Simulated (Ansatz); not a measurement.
# Deforming N

```
N
1.0
     3.62900    0.00000    0.00000
    -1.81450    3.14281    0.00000
     0.00000    0.00000    5.89000
N
2
Direct
  0.33333 0.66667 0.25000
  0.66667 0.33333 0.75000
```

Atom numbers follow the list: N1, N2.

The cell comes from COD entry 1539196, which wasn't checked; take it as a given geometry.

These are results of DFT, PBEsol, all-electron LAPW, scalar-relativistic in Ansatz 0.2.0, not measurements.

Numerical set-up: a Γ-centred 10×10×5 k mesh, Fermi–Dirac smearing of 0.02 eV, basis error target 0.5 meV/atom, no spin polarisation.

The unchanged cell is at -7.72 GPa.

In a metal, stresses and small energies carry noise from the k mesh.

x, y and z are the Cartesian axes of the cell as listed; fractional coordinates follow a strain, and an engineering shear is twice the off-diagonal strain component.

(1) With this change (equal xy, yz and zx engineering shear strains of -2 %), what becomes of the energy and stress and forces?

(2) With this change (equal xy, yz and zx engineering shear strains of -1 %), what becomes of the energy and stress?

With equal xy, yz and zx engineering shear strains of +1 %: energy change under 1 meV/atom; stress change (xx, yy, zz, yz, xz, xy) 0.00, 0.00, -0.01, 0.10, 0.10, 0.14 GPa, compression positive.

With equal xy, yz and zx engineering shear strains of +2 %: energy change -2 meV/atom; stress change (xx, yy, zz, yz, xz, xy) -0.01, -0.01, -0.02, 0.20, 0.20, 0.28 GPa, compression positive; change of the force on N2 (-0.013, 0.000, 0.002) eV/Å.

Results:

(1) Energy change -2 meV/atom; stress change (xx, yy, zz, yz, xz, xy) -0.01, 0.00, -0.02, -0.21, -0.21, -0.29 GPa, compression positive; change of the force on N1 (-0.018, 0.000, -0.002) eV/Å.

(2) Energy change under 1 meV/atom; stress change (xx, yy, zz, yz, xz, xy) 0.00, 0.00, -0.01, -0.10, -0.10, -0.14 GPa, compression positive.
